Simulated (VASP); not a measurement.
# CsSnI3 (Pm-3m) in VASP: notebook, part 2 of 2

VASP 6.6.1. Earlier steps stand in the parts before.

## Step 3: Band structure, PBEsol

Contents of INCAR:

```
PREC = Accurate
ENCUT = 520
EDIFF = 1E-6
ISMEAR = 0
SIGMA = 0.02
LREAL = F
LASPH = T
NELM = 80
ALGO = Fast
ISIF = 2
LWAVE = F
LCHARG = F
GGA = PS
KPAR = 2
```

Contents of KPOINTS:

```
regular mesh
0
Gamma
  6 6 6
```

Contents of POSCAR:

```
CsSnI3
1.0
    6.2057000000      0.0000000000      0.0000000000
    0.0000000000      6.2057000000      0.0000000000
    0.0000000000      0.0000000000      6.2057000000
Cs I Sn
1 3 1
Direct
    0.0000000000      0.0000000000      0.0000000000
    0.5000000000      0.5000000000      0.0000000000
    0.5000000000      0.0000000000      0.5000000000
    0.0000000000      0.5000000000      0.5000000000
    0.5000000000      0.5000000000      0.5000000000
```

Contents of KPOINTS_OPT:

```
path GXMGRX,MR
10
line-mode
reciprocal
 0.0000000000  0.0000000000  0.0000000000  G
 0.0000000000  0.5000000000  0.0000000000  X

 0.0000000000  0.5000000000  0.0000000000  X
 0.5000000000  0.5000000000  0.0000000000  M

 0.5000000000  0.5000000000  0.0000000000  M
 0.0000000000  0.0000000000  0.0000000000  G

 0.0000000000  0.0000000000  0.0000000000  G
 0.5000000000  0.5000000000  0.5000000000  R

 0.5000000000  0.5000000000  0.5000000000  R
 0.0000000000  0.5000000000  0.0000000000  X

 0.5000000000  0.5000000000  0.0000000000  M
 0.5000000000  0.5000000000  0.5000000000  R
```

Potentials or basis: VASP PAW PBE potentials, release 64 (Cs_sv, I, Sn_d).

Command:

```sh
$ cat potpaw_PBE.64/Cs_sv/POTCAR potpaw_PBE.64/I/POTCAR potpaw_PBE.64/Sn_d/POTCAR > POTCAR
$ mpirun -np 2 vasp_std > vasp.out
```

OUTCAR:

```text
PREC = Accurate
   ENCUT = 520
   EDIFF = 1E-6
   ISMEAR = 0
   LREAL = F
   LASPH = T
   NELM = 80
   ISIF = 2
   GGA = PS

 ion  position               nearest neighbor table
   1  0.000  0.000  0.000-
   2  0.500  0.500  0.000-   5 3.10   5 3.10
   3  0.500  0.000  0.500-   5 3.10   5 3.10
   4  0.000  0.500  0.500-   5 3.10   5 3.10
   5  0.500  0.500  0.500-   2 3.10   3 3.10   4 3.10   2 3.10   3 3.10   4 3.10

  LATTYP: Found a simple cubic cell.
 ALAT       =     6.2057000000

  Lattice vectors:

 A1 = (   6.2057000000,   0.0000000000,   0.0000000000)
 A2 = (   0.0000000000,   6.2057000000,   0.0000000000)
 A3 = (   0.0000000000,   0.0000000000,   6.2057000000)

Analysis of symmetry for initial positions (statically):
=====================================================================
 Subroutine PRICEL returns:
 Original cell was already a primitive cell.

 Routine SETGRP: Setting up the symmetry group for a
 simple cubic supercell.

 Subroutine GETGRP returns: Found 48 space group operations
[... 168 lines left out ...]

 E-fermi :   2.9337     XC(G=0):  -7.6887

 val. band max:        2.7765708179   @ k =   0.5000   0.5000   0.5000
 cond. band min:       3.0333697978   @ k =   0.5000   0.5000   0.5000
 fundamental gap:      0.2567989799
 Fermi energy:         2.9336981859

 k-point     1 :       0.0000    0.0000    0.0000
  band No.  band energies     occupation
      1     -19.4989      2.00000
      2     -19.2286      2.00000
      3     -19.2286      2.00000
      4     -19.2070      2.00000
      5     -19.2070      2.00000
      6     -19.2070      2.00000
[... 569 lines left out ...]
     25       3.0334      0.00000
     26       5.6724      0.00000

------------------------ aborting loop because EDIFF is reached ----------------------------------------

  FORCE on cell =-STRESS in cart. coord.  units (eV):
  Direction    XX          YY          ZZ          XY          YZ          ZX
  --------------------------------------------------------------------------------------
  -------------------------------------------------------------------------------------
  Total       -0.8275529     -0.8275529     -0.8275529     -0.0000000     -0.0000000      0.0000000
  in kB       -5.5479690     -5.5479690     -5.5479690     -0.0000000     -0.0000000      0.0000000
  external PRESSURE =      -5.5479690 kB  Pullay stress =       0.0000000 kB

 VOLUME and BASIS-vectors are now :
 -----------------------------------------------------------------------------
  energy-cutoff  :      520.00
  volume of cell :      238.99
      direct lattice vectors                 reciprocal lattice vectors
     6.205700000  0.000000000  0.000000000     0.161142176  0.000000000  0.000000000
     0.000000000  6.205700000  0.000000000     0.000000000  0.161142176  0.000000000
     0.000000000  0.000000000  6.205700000     0.000000000  0.000000000  0.161142176

 POSITION                                       TOTAL-FORCE (eV/Angst)
 -----------------------------------------------------------------------------------
      0.00000      0.00000      0.00000         0.000000      0.000000      0.000000
      3.10285      3.10285      0.00000         0.000000      0.000000      0.000000
      3.10285      0.00000      3.10285         0.000000      0.000000      0.000000
      0.00000      3.10285      3.10285         0.000000      0.000000      0.000000
      3.10285      3.10285      3.10285         0.000000      0.000000      0.000000
 -----------------------------------------------------------------------------------
    total drift:                                0.000000     -0.000000     -0.000000

  FREE ENERGIE OF THE ION-ELECTRON SYSTEM (eV)
  ---------------------------------------------------
  free  energy   TOTEN  =       -15.0658371861 eV

  energy  without entropy=      -15.0658371861  energy(sigma->0) =      -15.06583719
```

OSZICAR:

```text
N       E                     dE             d eps       ncg     rms          rms(c)
DAV:   1     0.357166661968E+03    0.35717E+03   -0.18324E+04  1040   0.155E+03
DAV:   2     0.335333905171E+02   -0.32363E+03   -0.31675E+03  1226   0.311E+02
[... 33 lines left out ...]
DAV:   9    -0.678203918142E+04   -0.22443E-06      964
       N       E                     dE             ncg
DAV:   1     0.602824497420E+03   -0.18430E+05     1040
DAV:   2    -0.582814704050E+04   -0.64310E+04     1254
DAV:   3    -0.667451359819E+04   -0.84637E+03     1306
DAV:   4    -0.671098102735E+04   -0.36467E+02     1224
DAV:   5    -0.671221467316E+04   -0.12336E+01     1586
DAV:   6    -0.671222412818E+04   -0.94550E-02     1244
DAV:   7    -0.671222449917E+04   -0.37099E-03     1600
DAV:   8    -0.671222450443E+04   -0.52601E-05     1008
DAV:   9    -0.671222450469E+04   -0.25928E-06      750
```

Wall time 82 s (2 MPI ranks of Intel Xeon 6975P-C (Granite Rapids), shared host); peak memory 0.46 GiB.

Results:

```
Free energy             : -15.0658 eV
Pressure                : -0.6 GPa
Band gap on the k mesh  : 0.26 eV, direct
Band gap along the path : 0.26 eV, direct
```

Levels at the corners of the path, in eV from the valence-band top:
```
point  band 20  band 21  band 22  band 23  band 24  band 25
    Γ    -2.18    -2.18    -2.18     2.06     3.03     3.03
    X    -2.31    -2.31    -1.58     1.05     3.64     3.80
    X    -2.31    -2.31    -1.58     1.05     3.64     3.80
    M    -2.54    -1.75    -0.78     0.72     0.72     3.96
    M    -2.54    -1.75    -0.78     0.72     0.72     3.93
    Γ    -2.18    -2.18    -2.18     2.06     3.03     3.03
    Γ    -2.18    -2.18    -2.18     2.06     3.03     3.03
    R    -1.73    -1.73     0.00     0.26     0.26     0.26
    R    -1.73    -1.73     0.00     0.26     0.26     0.26
    X    -2.31    -2.31    -1.58     1.05     3.64     3.80
    M    -2.54    -1.75    -0.78     0.72     0.72     3.93
    R    -1.73    -1.73     0.00     0.26     0.26     0.26
```

Caveat: the PAW data sets were made with another functional, which shifts forces and pressure a little; spin-orbit coupling is left out, which moves the levels of the heavy elements.

## Step 4: Band structure, r2SCAN

Contents of INCAR:

```
PREC = Accurate
ENCUT = 520
EDIFF = 1E-6
ISMEAR = 0
SIGMA = 0.02
LREAL = F
LASPH = T
NELM = 80
ALGO = Normal
ISIF = 2
LWAVE = F
LCHARG = F
METAGGA = R2SCAN
LMIXTAU = T
KPAR = 2
```

KPOINTS is that of step 3.

POSCAR is that of step 3.

KPOINTS_OPT is that of step 3.

Potentials or basis: VASP PAW PBE potentials, release 64 (Cs_sv, I, Sn_d).

Command:

```sh
$ cat potpaw_PBE.64/Cs_sv/POTCAR potpaw_PBE.64/I/POTCAR potpaw_PBE.64/Sn_d/POTCAR > POTCAR
$ mpirun -np 2 vasp_std > vasp.out
```

OUTCAR:

```text
PREC = Accurate
   ENCUT = 520
   EDIFF = 1E-6
   ISMEAR = 0
   LREAL = F
   LASPH = T
   NELM = 80
   ISIF = 2
   METAGGA = R2SCAN

 ion  position               nearest neighbor table
   1  0.000  0.000  0.000-
   2  0.500  0.500  0.000-   5 3.10   5 3.10
   3  0.500  0.000  0.500-   5 3.10   5 3.10
   4  0.000  0.500  0.500-   5 3.10   5 3.10
   5  0.500  0.500  0.500-   2 3.10   3 3.10   4 3.10   2 3.10   3 3.10   4 3.10

[... 776 lines left out ...]
  Direction    XX          YY          ZZ          XY          YZ          ZX
  --------------------------------------------------------------------------------------
  -------------------------------------------------------------------------------------
  Total        0.2297268      0.2297268      0.2297268      0.0000000     -0.0000000      0.0000000
  in kB        1.5401032      1.5401032      1.5401032      0.0000000     -0.0000000      0.0000000
  external PRESSURE =       1.5401032 kB  Pullay stress =       0.0000000 kB

 VOLUME and BASIS-vectors are now :
 -----------------------------------------------------------------------------
  energy-cutoff  :      520.00
  volume of cell :      238.99
      direct lattice vectors                 reciprocal lattice vectors
     6.205700000  0.000000000  0.000000000     0.161142176  0.000000000  0.000000000
     0.000000000  6.205700000  0.000000000     0.000000000  0.161142176  0.000000000
     0.000000000  0.000000000  6.205700000     0.000000000  0.000000000  0.161142176

 POSITION                                       TOTAL-FORCE (eV/Angst)
 -----------------------------------------------------------------------------------
      0.00000      0.00000      0.00000         0.000000      0.000000      0.000000
      3.10285      3.10285      0.00000         0.000000      0.000000      0.000000
      3.10285      0.00000      3.10285         0.000000      0.000000      0.000000
      0.00000      3.10285      3.10285         0.000000      0.000000      0.000000
      3.10285      3.10285      3.10285         0.000000      0.000000      0.000000
 -----------------------------------------------------------------------------------
    total drift:                                0.000000     -0.000000     -0.000000

  FREE ENERGIE OF THE ION-ELECTRON SYSTEM (eV)
  ---------------------------------------------------
  free  energy   TOTEN  =      -128.6897944267 eV

  energy  without entropy=     -128.6897944267  energy(sigma->0) =     -128.68979443
```

OSZICAR:

```text
N       E                     dE             d eps       ncg     rms          rms(c)
DAV:   1     0.242551797737E+03    0.24255E+03   -0.18754E+04  1040   0.158E+03
DAV:   2    -0.869577868535E+02   -0.32951E+03   -0.32237E+03  1222   0.319E+02
DAV:   3    -0.134434324943E+03   -0.47477E+02   -0.46675E+02  1270   0.129E+02
[... 43 lines left out ...]
       N       E                     dE             ncg
DAV:   1     0.546807566416E+03   -0.18486E+05     1040
DAV:   2    -0.621126625740E+04   -0.67581E+04     1262
DAV:   3    -0.706742732477E+04   -0.85616E+03     1266
DAV:   4    -0.710268228095E+04   -0.35255E+02     1208
DAV:   5    -0.710386387746E+04   -0.11816E+01     1612
DAV:   6    -0.710387266081E+04   -0.87834E-02     1234
DAV:   7    -0.710387305014E+04   -0.38933E-03     1626
DAV:   8    -0.710387305528E+04   -0.51399E-05     1044
DAV:   9    -0.710387305552E+04   -0.24220E-06      764
```

Run time: 5.6 min. Hardware: 2 MPI ranks of Intel Xeon 6975P-C (Granite Rapids), shared host; peak memory 0.48 GiB.

Results:

```yaml
Free_energy: -128.6898 eV
Pressure: 0.2 GPa
Band_gap_on_the_k_mesh: 0.42 eV, direct
Band_gap_along_the_path: 0.42 eV, direct
```

Levels at the corners of the path, in eV from the valence-band top:
```tsv
point	band 20	band 21	band 22	band 23	band 24	band 25
Γ	-2.49	-2.49	-2.49	2.50	3.28	3.28
X	-2.61	-2.61	-1.75	1.16	4.04	4.15
X	-2.61	-2.61	-1.75	1.16	4.04	4.15
M	-2.85	-2.05	-0.87	0.85	0.85	4.21
M	-2.85	-2.05	-0.87	0.85	0.85	4.20
Γ	-2.49	-2.49	-2.49	2.50	3.28	3.28
Γ	-2.49	-2.49	-2.49	2.50	3.28	3.28
R	-2.03	-2.03	0.00	0.42	0.42	0.42
R	-2.03	-2.03	0.00	0.42	0.42	0.42
X	-2.61	-2.61	-1.75	1.16	4.04	4.15
M	-2.85	-2.05	-0.87	0.85	0.85	4.20
R	-2.03	-2.03	0.00	0.42	0.42	0.42
```

Caveat: the PAW data sets were made with another functional, which shifts forces and pressure a little; spin-orbit coupling is left out, which moves the levels of the heavy elements. r2SCAN opens gaps a little over a GGA but as a rule still falls short of measured ones.

## Step 5: For comparison

An earlier run on the cell as given: functional PBEsol; potentials or basis VASP PAW PBE potentials, release 64 (Cs_sv, I, Sn_d); cutoff 520 eV; k mesh 5 × 5 × 5; occupations fermi-dirac, width 0.05 eV; no spin polarisation.

* Pressure: -0.7 GPa
* Band gap on the k mesh: 1.72 eV, direct

## Step 6: Summary

```tsv
task	level	potentials or basis	k mesh	smearing	ladder	gap on the mesh (eV)	pressure (GPa)
band structure	LDA	VASP PAW LDA potentials, release 64 (Cs_sv, I, Sn_d)	6 × 6 × 6	gaussian 0.02 eV	gaps	0.27	-1.4
band structure	PBEsol	VASP PAW PBE potentials, release 64 (Cs_sv, I, Sn_d)	6 × 6 × 6	gaussian 0.02 eV	gaps	0.26	-0.6
band structure	r2SCAN	VASP PAW PBE potentials, release 64 (Cs_sv, I, Sn_d)	6 × 6 × 6	gaussian 0.02 eV	gaps	0.42	0.2
single point	PBEsol	VASP PAW PBE potentials, release 64 (Cs_sv, I, Sn_d)	5 × 5 × 5	fermi-dirac 0.05 eV	free	1.72	-0.7
```

Alike in all rows: no spin polarisation; cell as given; cutoff (eV) 520.

Caveats: spin-orbit coupling is left out, which moves the levels of the heavy elements; the PAW data sets were made with another functional, which shifts forces and pressure a little (some runs); an odd mesh through Γ misses points on the zone boundary, where band edges often lie (some runs).

Absolute energies hang on the potentials; compare differences alone.
